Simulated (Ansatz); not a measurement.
**Ni: frozen-core PAW against all-electron methods**

```xyz
1
Lattice="0.0530 1.7945 1.7945 1.7945 0.0530 1.7945 1.7945 1.7945 0.0530" Properties=species:S:1:pos:R:3 pbc="T T T"
Ni    0.0000    0.0000    0.0000
```

The cell comes from COD entry 2100640, which wasn't checked; take it as a given geometry. The listed cell was then made from it by scaling, straining or moving an atom.

The magnetic state is the one reached from the start moments; no search over orders was made, so it needn't be the ground state.

Levels of theory: DFT, PBE, PAW with Ansatz's default frozen-core files, scalar-relativistic (Ansatz 0.2.0); DFT, PBE, all-electron PAW with datasets made for the crystal, scalar-relativistic (Ansatz 0.2.0); DFT, PBE, all-electron LAPW, scalar-relativistic (Ansatz 0.2.0).

For PAW: a Γ-centred 20×20×20 k mesh, Fermi–Dirac smearing of 0.05 eV, cutoff 420 eV, spin-polarised from start moments Ni 1.5 μB. The crystal-made all-electron datasets (AE datasets) take a cutoff of 320 eV at this cell. LAPW targets a basis error of 0.25 meV/atom. The Ansatz runs share mesh, smearing and spin set-up. Plane-wave (PAW) pressures include the program's estimate of the Pulay term.

Stress and pressure are positive in compression.

The change that made this cell: equal xy, yz and zx engineering shear strains of +3 %.

| quantity | PAW | AE datasets | LAPW |
| --- | --- | --- | --- |
| pressure (GPa) | -2.21 | -2.23 | -2.23 |
| stress yz (GPa) | -3.82 | -3.81 | -3.81 |
| stress xz (GPa) | -3.82 | -3.81 | -3.81 |
| stress xy (GPa) | -3.82 | -3.81 | -3.81 |
| moment of the cell (μB) | 0.641 | 0.642 | 0.642 |

PAW's pressure differs from the LAPW value by +0.03 GPa.
